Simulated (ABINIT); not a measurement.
Crystal: CsPbCl3.

```
Pb Cs Cl
1.0
     5.60500    0.00000    0.00000
     0.00000    5.60500    0.00000
     0.00000    0.00000    5.60500
Pb Cs Cl
1 1 3
Cartesian
  2.8025 2.8025 2.8025
  0.0000 0.0000 0.0000
  2.8025 0.0000 2.8025
  0.0000 2.8025 2.8025
  2.8025 2.8025 0.0000
```

Base run:

```yaml
Program: ABINIT 10.8.3 (patched build)
Functional: LDA
Potentials_or_basis: PseudoDojo NC SR LDA v0.4.1 standard
Cutoff: 707 eV
k_mesh: 4 × 4 × 4
Occupations: fermi-dirac, width 0.05 eV
Spin: no spin polarisation
```

Its results: band gap on the k mesh 1.74 eV, direct; pressure -1.2 GPa.

**Question.** The run is repeated on the same cell with these changes: functional from LDA to PBEsol; potentials or basis from PseudoDojo NC SR LDA v0.4.1 standard to PseudoDojo NC SR PBEsol v0.4.1 standard; cutoff from 707 eV to 680 eV. What comes out?

**Answer.** Band gap on the k mesh 1.80 eV, direct; pressure 0.2 GPa.

Caveats: spin-orbit coupling is left out, which as a rule narrows the gap of such compounds by several tenths of an eV; the cutoff is short for stress, so the pressure is rough (some runs).

A k mesh can miss the band edges.
